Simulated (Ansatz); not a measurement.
An input for Ansatz 0.2.0 (Ba):

run.py

```python
import json

import ase.io
import numpy as np

import ansatz as az

atoms = ase.io.read("POSCAR", format="vasp")
atoms.set_initial_charges([0.5] * len(atoms))

calculation = (
    az.Crystal.from_ase(atoms)
    .calculation()
    .kpoints(7, 7, 7)
    .functional("r2scan", dispersion="d4")
    .pseudopotentials(kind="paw", accuracy="standard")
    .scf(extra_bands=14)
    .occupations(method="methfessel_paxton", width=0.15)
    .wannier(mesh=(6, 6, 6), projections=(az.TrialShell(site=0, l="s"), az.TrialShell(site=0, l="p")),
        minimise=True, disentanglement_window=(-10.0, 22.0), disentanglement_frozen_window=(-7.0, 6.5),
        write_xyz=True)
    .band_table(publish=True)
)
outcome = calculation.run(threads=2, events_out="events.jsonl")

report = outcome.report
for line in open("events.jsonl"):
    event = json.loads(line)
    if event["event"] == "scf_iter":
        d = event["data"]
        print(f"SCF {d['iter']:3d}  HF = {d['harris_foulkes_ev']:.6f} eV  dr2 = {d['dr2_ev']:.2e} eV")
    elif event["event"] in ("relax_step", "md_step"):
        d = event["data"]
        print(f"{event['event']} {d['step']:3d}  E = {d['lagrangian_ev']:.6f} eV")
np.set_printoptions(precision=5, suppress=True, linewidth=110)
print("converged:", report["converged"], "after", report["n_iterations"], "iterations")
print(f"free energy {report['free_energy_ev']:.6f} eV, Fermi level {report['fermi_energy_ev']:.4f} eV")
for key in ("band_edges_ev", "magnetization_mub", "site_moments_mub", "site_moments_nc_mub", "forces_ev_ang",
                "stress_gpa"):
    if report.get(key) is not None:
        print(key, np.array(report[key]), sep="\n")
```

POSCAR

```
Ba
1.0
    0.0000000000      3.1440538606      3.1440538606
    3.1440538606      0.0000000000      3.1440538606
    3.1440538606      3.1440538606      0.0000000000
Ba
1
Direct
    0.0000000000      0.0000000000      0.0000000000
```

Potentials or basis: SSSP efficiency PAW.

The run is started by

```console
$ python run.py
```

Does this run start?

The run stopped without a result. It printed:

Output:

```text
Traceback (most recent call last):
  File "run.py", line 12, in <module>
  [frames inside libraries left out]
ansatz.errors.InputError: Crystal.from_ase: the Atoms holds initial charges, the first 0.5 on atom 0, and a crystal holds none on an atom; clear them (atoms.set_initial_charges()) and state the electrons removed on the calculation, .charge(…)  [total_charge]
```
